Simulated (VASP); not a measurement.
# ZnS (Wurtzite-2H) (P6_3mc) in VASP: notebook

One crystal, ZnS (Wurtzite-2H), is run at these levels: PW91, AM05; tasks: band structure.

Program: VASP 6.6.1. These are calculated values, not measurements. Logs are shortened: lines on timing, memory, paths and dates and some standing lists are left out, and cuts for length are marked.

**Experimental background.**

From a printed reference work, monograph, for a bulk crystal of ZnS at 4 K: band gap 3.911 eV (direct).

How close the calculation comes is told below.

### 1 The crystal as given

It takes space group P6_3mc (No. 186, hexagonal). Conventional cell: a = 3.811 Å, b = 3.811 Å, c = 6.234 Å, α = 90.00°, β = 90.00°, γ = 120.00°. Around Zn (site symmetry 3m) lie 4 S at 2.31 to 2.40 Å. S (site symmetry 3m) has 4 Zn at 2.31 to 2.40 Å as nearest neighbours.

### 2 Band structure, PW91

INCAR

```
  PREC = Accurate
  ENCUT = 520
  EDIFF = 1E-7
  ISMEAR = -1
  SIGMA = 0.05
  LREAL = False
  LASPH = True
  NELM = 60
  ALGO = Normal
  ISIF = 2
  LWAVE = False
  LCHARG = False
  GGA = 91
```

KPOINTS

```
Automatic mesh
0
Gamma
  8 8 5
```

POSCAR

```
ZnS
1.0
    3.8110000000      0.0000000000      0.0000000000
   -1.9055000000      3.3004228138      0.0000000000
    0.0000000000      0.0000000000      6.2340000000
Zn S
2 2
Direct
    0.6666666667      0.3333333333      0.5000000000
    0.3333333333      0.6666666667      0.0000000000
    0.6666666667      0.3333333333      0.8850000000
    0.3333333333      0.6666666667      0.3850000000
```

KPOINTS_OPT

```
path GMKGALHA,LM,KH
15
line-mode
reciprocal
 0.0000000000  0.0000000000  0.0000000000  G
 0.5000000000  0.0000000000  0.0000000000  M

 0.5000000000  0.0000000000  0.0000000000  M
 0.3333333333  0.3333333333  0.0000000000  K

 0.3333333333  0.3333333333  0.0000000000  K
 0.0000000000  0.0000000000  0.0000000000  G

 0.0000000000  0.0000000000  0.0000000000  G
 0.0000000000  0.0000000000  0.5000000000  A

 0.0000000000  0.0000000000  0.5000000000  A
 0.5000000000  0.0000000000  0.5000000000  L

 0.5000000000  0.0000000000  0.5000000000  L
 0.3333333333  0.3333333333  0.5000000000  H

 0.3333333333  0.3333333333  0.5000000000  H
 0.0000000000  0.0000000000  0.5000000000  A

 0.5000000000  0.0000000000  0.5000000000  L
 0.5000000000  0.0000000000  0.0000000000  M

 0.3333333333  0.3333333333  0.0000000000  K
 0.3333333333  0.3333333333  0.5000000000  H
```

Potentials or basis: VASP PAW PBE potentials, release 64 (Zn, S).

Launch:

```sh
cat potpaw_PBE.64/Zn/POTCAR potpaw_PBE.64/S/POTCAR > POTCAR
mpirun -np 1 vasp_std > vasp.out
```

OUTCAR:

```text
PREC = Accurate
   ENCUT = 520
   EDIFF = 1E-7
   ISMEAR = -1
   LREAL = False
   LASPH = True
   NELM = 60
   ISIF = 2
   GGA = 91

 ion  position               nearest neighbor table
   1  0.667  0.333  0.500-   4 2.31   4 2.31   4 2.31   3 2.40
   2  0.333  0.667  0.000-   3 2.31   3 2.31   3 2.31   4 2.40
   3  0.667  0.333  0.885-   2 2.31   2 2.31   2 2.31   1 2.40
   4  0.333  0.667  0.385-   1 2.31   1 2.31   1 2.31   2 2.40

  LATTYP: Found a hexagonal cell.
 ALAT       =     3.8110000000
 C/A-ratio  =     1.6357911309

  Lattice vectors:

 A1 = (   3.8110000000,   0.0000000000,   0.0000000000)
 A2 = (  -1.9055000000,   3.3004228138,   0.0000000000)
 A3 = (   0.0000000000,   0.0000000000,   6.2340000000)

Analysis of symmetry for initial positions (statically):
=====================================================================
 Subroutine PRICEL returns:
 Original cell was already a primitive cell.

 Routine SETGRP: Setting up the symmetry group for a
 hexagonal supercell.

 Subroutine GETGRP returns: Found 12 space group operations
 (whereof  6 operations were pure point group operations)
 out of a pool of 24 trial point group operations.

The static configuration has the point symmetry C_3v.
 The point group associated with its full space group is C_6v.

Analysis of symmetry for dynamics (positions and initial velocities):
=====================================================================
 Subroutine PRICEL returns:
 Original cell was already a primitive cell.

 Routine SETGRP: Setting up the symmetry group for a
 hexagonal supercell.

 Subroutine GETGRP returns: Found 12 space group operations
 (whereof  6 operations were pure point group operations)
 out of a pool of 24 trial point group operations.

The dynamic configuration has the point symmetry C_3v.
 The point group associated with its full space group is C_6v.

 Subroutine INISYM returns: Found 12 space group operations
 (whereof  6 operations are pure point group operations),
 and found     1 'primitive' translations

----------------------------------------------------------------------------------------

                                     Primitive cell

  volume of cell :      78.4107

  direct lattice vectors                    reciprocal lattice vectors
     3.811000000  0.000000000  0.000000000     0.262398321  0.151495741  0.000000000
    -1.905500000  3.300422814  0.000000000     0.000000000  0.302991482  0.000000000
     0.000000000  0.000000000  6.234000000     0.000000000  0.000000000  0.160410651

  length of vectors
     3.811000000  3.811000000  6.234000000     0.302991482  0.302991482  0.160410651

  position of ions in fractional coordinates (direct lattice)
     0.666666667  0.333333333  0.500000000
     0.333333333  0.666666667  0.000000000
     0.666666667  0.333333333  0.885000000
     0.333333333  0.666666667  0.385000000

  ion indices of the primitive-cell ions
   primitive index   ion index
                 1           1
                 2           2
                 3           3
                 4           4

----------------------------------------------------------------------------------------

 KPOINTS: Automatic mesh

Automatic generation of k-mesh.
 Grid dimensions read from file:
 generate k-points for:    8    8    5

 Generating k-lattice:

  Cartesian coordinates                     Fractional coordinates (reciprocal lattice)
     0.032799790  0.018936968  0.000000000     0.125000000  0.000000000  0.000000000
     0.000000000  0.037873935  0.000000000     0.000000000  0.125000000  0.000000000
     0.000000000  0.000000000  0.032082130     0.000000000  0.000000000  0.200000000

  Length of vectors
     0.037873935  0.037873935  0.032082130

  Shift w.r.t. Gamma in fractional coordinates (k-lattice)
     0.000000000  0.000000000  0.000000000

 Subroutine IBZKPT returns following result:
 ===========================================

 Found     30 irreducible k-points:

 Following reciprocal coordinates:
            Coordinates               Weight
  0.000000  0.000000  0.000000      1.000000
  0.125000  0.000000  0.000000      6.000000
  0.250000  0.000000  0.000000      6.000000
  0.375000  0.000000  0.000000      6.000000
  0.500000  0.000000  0.000000      3.000000
  0.125000  0.125000  0.000000      6.000000
[... 16 lines left out ...]
  0.250000  0.000000  0.400000     12.000000
  0.375000  0.000000  0.400000     12.000000
 [... further k-points ...]
   k-points           NKPTS =     30   k-points in BZ     NKDIM =     30   number of bands    NBANDS=     22
   number of dos      NEDOS =    301   number of ions     NIONS =      4
   total plane-waves  NPLWV =  37632
   dimension x,y,z NGX =    28 NGY =   28 NGZ =   48
   dimension x,y,z NGXF=    56 NGYF=   56 NGZF=   96
   ions per type =               2   2
   NGX,Y,Z   is equivalent  to a cutoff of  12.21, 12.21, 12.80 a.u.
[... 80 lines left out ...]
      1     -10.9654      2.00000
      2     -10.0873      2.00000
      3      -4.3124      2.00000
      4      -4.2796      2.00000
      5      -4.2332      2.00000
      6      -4.2084      2.00000
[... 14 lines left out ...]
     21       8.0016      0.00000
     22       8.7410      0.00000

 k-point     3 :       0.2500    0.0000    0.0000
  band No.  band energies     occupation
      1     -10.6801      2.00000
      2      -9.9445      2.00000
      3      -4.3117      2.00000
      4      -4.2240      2.00000
      5      -4.2089      2.00000
      6      -4.1277      2.00000
[... 14 lines left out ...]
     21       8.0609      0.00000
     22       8.6437      0.00000

 k-point     4 :       0.3750    0.0000    0.0000
  band No.  band energies     occupation
      1     -10.3279      2.00000
      2      -9.8288      2.00000
      3      -4.2802      2.00000
      4      -4.1797      2.00000
      5      -4.1421      2.00000
      6      -4.0403      2.00000
[... 14 lines left out ...]
     21       7.5582      0.00000
     22       9.0794      0.00000

 k-point     5 :       0.5000    0.0000    0.0000
  band No.  band energies     occupation
      1     -10.1353      2.00000
      2      -9.8138      2.00000
      3      -4.2655      2.00000
      4      -4.1657      2.00000
      5      -4.0480      2.00000
      6      -4.0043      2.00000
[... 14 lines left out ...]
     21       7.2801      0.00000
     22       9.2451      0.00000

 k-point     6 :       0.1250    0.1250    0.0000
  band No.  band energies     occupation
      1     -10.7690      2.00000
      2      -9.9851      2.00000
      3      -4.3054      2.00000
      4      -4.2482      2.00000
      5      -4.1989      2.00000
      6      -4.1863      2.00000
[... 14 lines left out ...]
     21       7.7075      0.00000
     22       8.6502      0.00000

 k-point     7 :       0.2500    0.1250    0.0000
  band No.  band energies     occupation
      1     -10.4445      2.00000
      2      -9.8561      2.00000
      3      -4.2630      2.00000
      4      -4.2082      2.00000
      5      -4.1502      2.00000
      6      -4.0978      2.00000
[... 324 lines left out ...]
      6      -3.9922      2.00000
[... 14 lines left out ...]
     21       7.6463      0.00000
     22       8.8289      0.00000

 k-point    21 :       0.0000    0.0000    0.4000
  band No.  band energies     occupation
      1     -10.7864      2.00000
      2     -10.5039      2.00000
      3      -4.2886      2.00000
      4      -4.2886      2.00000
      5      -4.2689      2.00000
      6      -4.2689      2.00000
[... 14 lines left out ...]
     21       8.4890      0.00000
     22       8.6644      0.00000

 k-point    22 :       0.1250    0.0000    0.4000
  band No.  band energies     occupation
      1     -10.6913      2.00000
      2     -10.4221      2.00000
      3      -4.3034      2.00000
      4      -4.2743      2.00000
      5      -4.2607      2.00000
      6      -4.2388      2.00000
[... 14 lines left out ...]
     21       7.8323      0.00000
     22       8.3202      0.00000

 k-point    23 :       0.2500    0.0000    0.4000
  band No.  band energies     occupation
      1     -10.4427      2.00000
      2     -10.2159      2.00000
      3      -4.3085      2.00000
      4      -4.2696      2.00000
      5      -4.1944      2.00000
      6      -4.1643      2.00000
[... 14 lines left out ...]
     21       7.6462      0.00000
     22       8.1564      0.00000

 k-point    24 :       0.3750    0.0000    0.4000
  band No.  band energies     occupation
      1     -10.1556      2.00000
      2     -10.0007      2.00000
      3      -4.2880      2.00000
      4      -4.2452      2.00000
      5      -4.1331      2.00000
      6      -4.0897      2.00000
[... 14 lines left out ...]
     21       7.3586      0.00000
     22       7.8277      0.00000

 [... further k-points ...]

------------------------ aborting loop because EDIFF is reached ----------------------------------------

  FORCE on cell =-STRESS in cart. coord.  units (eV):
  Direction    XX          YY          ZZ          XY          YZ          ZX
  --------------------------------------------------------------------------------------
  -------------------------------------------------------------------------------------
  Total        1.5084413      1.5084413      0.5021985      0.0000000      0.0000000      0.0000000
  in kB       30.8222021     30.8222021     10.2614954      0.0000000      0.0000000      0.0000000
  external PRESSURE =      23.9686332 kB  Pullay stress =       0.0000000 kB

 VOLUME and BASIS-vectors are now :
 -----------------------------------------------------------------------------
  energy-cutoff  :      520.00
  volume of cell :       78.41
      direct lattice vectors                 reciprocal lattice vectors
     3.811000000  0.000000000  0.000000000     0.262398321  0.151495741  0.000000000
    -1.905500000  3.300422814  0.000000000     0.000000000  0.302991482  0.000000000
     0.000000000  0.000000000  6.234000000     0.000000000  0.000000000  0.160410651

 POSITION                                       TOTAL-FORCE (eV/Angst)
 -----------------------------------------------------------------------------------
      1.90550      1.10014      3.11700        -0.000000     -0.000000      0.324830
     -0.00000      2.20028      0.00000         0.000000      0.000000      0.324830
      1.90550      1.10014      5.51709        -0.000000      0.000000     -0.324830
     -0.00000      2.20028      2.40009        -0.000000      0.000000     -0.324830
 -----------------------------------------------------------------------------------
    total drift:                               -0.000000     -0.000000      0.000619

  FREE ENERGIE OF THE ION-ELECTRON SYSTEM (eV)
  ---------------------------------------------------
  free  energy   TOTEN  =       -13.7397443368 eV

  energy  without entropy=      -13.7397443367  energy(sigma->0) =      -13.73974434
```

It took 4 min on 1 thread of AMD EPYC 7R43 (Zen 3), shared host; peak memory 0.19 GiB.

What came out:

| Quantity | Value |
| --- | --- |
| Free energy | -13.7397 eV |
| Pressure | 2.4 GPa |
| Largest force | 0.325 eV/Å |
| Band gap on the k mesh | 2.24 eV, direct |
| Band gap along the path | 2.24 eV, direct |

Forces in eV/Å, atoms in the order of the input:
```
Zn   0.000  0.000  0.325
Zn   0.000  0.000  0.325
S    0.000  0.000 -0.325
S    0.000  0.000 -0.325
```

Levels at the corners of the path, in eV from the valence-band top:
| point | band 15 | band 16 | band 17 | band 18 | band 19 | band 20 | band 21 | band 22 |
| --- | --- | --- | --- | --- | --- | --- | --- | --- |
| Γ | -0.86 | -0.01 | -0.01 | 0.00 | 2.24 | 2.99 | 6.30 | 6.30 |
| M | -3.15 | -2.25 | -1.56 | -0.98 | 3.61 | 4.26 | 5.18 | 7.14 |
| M | -3.15 | -2.25 | -1.56 | -0.98 | 3.61 | 4.26 | 5.18 | 7.14 |
| K | -3.87 | -2.21 | -2.21 | -2.21 | 4.47 | 5.92 | 5.92 | 7.90 |
| K | -3.87 | -2.21 | -2.21 | -2.21 | 4.47 | 5.92 | 5.92 | 7.91 |
| Γ | -0.86 | -0.01 | -0.01 | 0.00 | 2.24 | 2.99 | 6.30 | 6.30 |
| Γ | -0.86 | -0.01 | -0.01 | 0.00 | 2.24 | 2.99 | 6.30 | 6.30 |
| A | -0.45 | -0.45 | -0.45 | -0.45 | 3.51 | 3.51 | 6.73 | 6.74 |
| A | -0.45 | -0.45 | -0.45 | -0.45 | 3.51 | 3.51 | 6.73 | 6.74 |
| L | -1.66 | -1.66 | -1.53 | -1.53 | 3.61 | 3.61 | 5.15 | 5.15 |
| L | -1.66 | -1.66 | -1.53 | -1.53 | 3.61 | 3.61 | 5.15 | 5.15 |
| H | -3.11 | -3.11 | -1.25 | -1.25 | 4.54 | 4.54 | 6.48 | 6.48 |
| H | -3.11 | -3.11 | -1.25 | -1.25 | 4.54 | 4.54 | 6.48 | 6.48 |
| A | -0.45 | -0.45 | -0.45 | -0.45 | 3.51 | 3.51 | 6.73 | 6.74 |
| L | -1.66 | -1.66 | -1.53 | -1.53 | 3.61 | 3.61 | 5.15 | 5.15 |
| M | -3.15 | -2.25 | -1.56 | -0.98 | 3.61 | 4.26 | 5.18 | 7.14 |
| K | -3.87 | -2.21 | -2.21 | -2.21 | 4.47 | 5.92 | 5.92 | 7.91 |
| H | -3.11 | -3.11 | -1.25 | -1.25 | 4.54 | 4.54 | 6.48 | 6.48 |

Caveat: the PAW data sets were made with another functional, which shifts forces and pressure a little.

### 3 Band structure, AM05

POSCAR is that of step 2.

INCAR.step1

```
SYSTEM = ZnS
PREC     = Accurate       ! precision mode
ENCUT    = 520            ! plane-wave cutoff, eV
EDIFF    = 1E-7           ! SCF threshold, eV
ISMEAR   = -1             ! smearing method
SIGMA    = 0.05           ! smearing width, eV
LREAL    = .False.        ! projectors in reciprocal space
LASPH    = .True.         ! aspherical terms in the spheres
NELM     = 100            ! most SCF steps
ALGO     = Normal         ! electronic algorithm
ISIF     = 2              ! what is computed and relaxed
LWAVE    = .False.        ! write WAVECAR
LCHARG   = .True.         ! write CHGCAR
GGA      = AM             ! functional
```

KPOINTS.step1

```
Automatic mesh
0
Gamma
  8 8 5
  0 0 0
```

INCAR.step2

```
SYSTEM = ZnS
PREC     = Accurate       ! precision mode
ENCUT    = 520            ! plane-wave cutoff, eV
EDIFF    = 1E-7           ! SCF threshold, eV
ISMEAR   = 0              ! smearing method
SIGMA    = 0.05           ! smearing width, eV
LREAL    = .False.        ! projectors in reciprocal space
LASPH    = .True.         ! aspherical terms in the spheres
NELM     = 100            ! most SCF steps
ALGO     = Normal         ! electronic algorithm
ISIF     = 2              ! what is computed and relaxed
LWAVE    = .False.        ! write WAVECAR
LCHARG   = .False.        ! write CHGCAR
GGA      = AM             ! functional
ICHARG   = 11             ! starting density
```

KPOINTS.step2

```
path GMKGALHA,LM,KH
20
line-mode
reciprocal
 0.0000000000  0.0000000000  0.0000000000  G
 0.5000000000  0.0000000000  0.0000000000  M

 0.5000000000  0.0000000000  0.0000000000  M
 0.3333333333  0.3333333333  0.0000000000  K

 0.3333333333  0.3333333333  0.0000000000  K
 0.0000000000  0.0000000000  0.0000000000  G

 0.0000000000  0.0000000000  0.0000000000  G
 0.0000000000  0.0000000000  0.5000000000  A

 0.0000000000  0.0000000000  0.5000000000  A
 0.5000000000  0.0000000000  0.5000000000  L

 0.5000000000  0.0000000000  0.5000000000  L
 0.3333333333  0.3333333333  0.5000000000  H

 0.3333333333  0.3333333333  0.5000000000  H
 0.0000000000  0.0000000000  0.5000000000  A

 0.5000000000  0.0000000000  0.5000000000  L
 0.5000000000  0.0000000000  0.0000000000  M

 0.3333333333  0.3333333333  0.0000000000  K
 0.3333333333  0.3333333333  0.5000000000  H
```

Potentials or basis: VASP PAW PBE potentials, release 64 (Zn, S).

Launch:

```sh
cat potpaw_PBE.64/Zn/POTCAR potpaw_PBE.64/S/POTCAR > POTCAR
cp INCAR.step1 INCAR
cp KPOINTS.step1 KPOINTS
mpirun -np 1 vasp_std > vasp.out
cp INCAR.step2 INCAR
cp KPOINTS.step2 KPOINTS
mpirun -np 1 vasp_std > vasp.out
```

It took 5.4 min on 1 thread of AMD EPYC 7R43 (Zen 3), shared host; peak memory 0.33 GiB.

Results (log left out):

```yaml
Band_gap_on_the_k_mesh: 2.24 eV, direct
Band_gap_along_the_path: 2.24 eV, direct
```

Levels at the corners of the path, in eV from the valence-band top:
| point | band 15 | band 16 | band 17 | band 18 | band 19 | band 20 | band 21 | band 22 |
| --- | --- | --- | --- | --- | --- | --- | --- | --- |
| Γ | -0.87 | -0.01 | -0.01 | 0.00 | 2.24 | 2.95 | 6.25 | 6.25 |
| M | -3.18 | -2.27 | -1.58 | -0.99 | 3.58 | 4.24 | 5.16 | 7.10 |
| M | -3.18 | -2.27 | -1.58 | -0.99 | 3.58 | 4.24 | 5.16 | 7.10 |
| K | -3.90 | -2.23 | -2.23 | -2.23 | 4.45 | 5.90 | 5.90 | 7.90 |
| K | -3.90 | -2.23 | -2.23 | -2.23 | 4.45 | 5.90 | 5.90 | 7.91 |
| Γ | -0.87 | -0.01 | -0.01 | 0.00 | 2.24 | 2.95 | 6.25 | 6.25 |
| Γ | -0.87 | -0.01 | -0.01 | 0.00 | 2.24 | 2.95 | 6.25 | 6.25 |
| A | -0.46 | -0.46 | -0.46 | -0.46 | 3.48 | 3.48 | 6.68 | 6.68 |
| A | -0.46 | -0.46 | -0.46 | -0.46 | 3.48 | 3.48 | 6.68 | 6.68 |
| L | -1.68 | -1.68 | -1.54 | -1.54 | 3.59 | 3.59 | 5.10 | 5.10 |
| L | -1.68 | -1.68 | -1.54 | -1.54 | 3.59 | 3.59 | 5.10 | 5.10 |
| H | -3.14 | -3.14 | -1.26 | -1.26 | 4.49 | 4.49 | 6.47 | 6.47 |
| H | -3.14 | -3.14 | -1.26 | -1.26 | 4.49 | 4.49 | 6.47 | 6.47 |
| A | -0.46 | -0.46 | -0.46 | -0.46 | 3.48 | 3.48 | 6.68 | 6.68 |
| L | -1.68 | -1.68 | -1.54 | -1.54 | 3.59 | 3.59 | 5.10 | 5.10 |
| M | -3.18 | -2.27 | -1.58 | -0.99 | 3.58 | 4.24 | 5.16 | 7.10 |
| K | -3.90 | -2.23 | -2.23 | -2.23 | 4.45 | 5.90 | 5.90 | 7.90 |
| H | -3.14 | -3.14 | -1.26 | -1.26 | 4.49 | 4.49 | 6.47 | 6.47 |

Caveat: the log is that of the step along the path at fixed density, whose energy, stress, charges and moments have no meaning; the PAW data sets were made with another functional, which shifts forces and pressure a little.

### 4 Comparison with measurements

Step 2. Against the measured gap of ZnS, 3.911 eV (direct; 4 K; a printed reference work, monograph), the calculated 2.24 eV is off by -1.67 eV. The value is that of PW91, without temperature or zero-point motion. Semilocal functionals fall short of measured gaps as a rule.

Step 3. A measured gap of ZnS is 3.911 eV (direct; 4 K; a printed reference work, monograph); the calculated 2.24 eV misses it by -1.67 eV. The value is that of AM05, without temperature or zero-point motion. Semilocal functionals fall short of measured gaps as a rule.
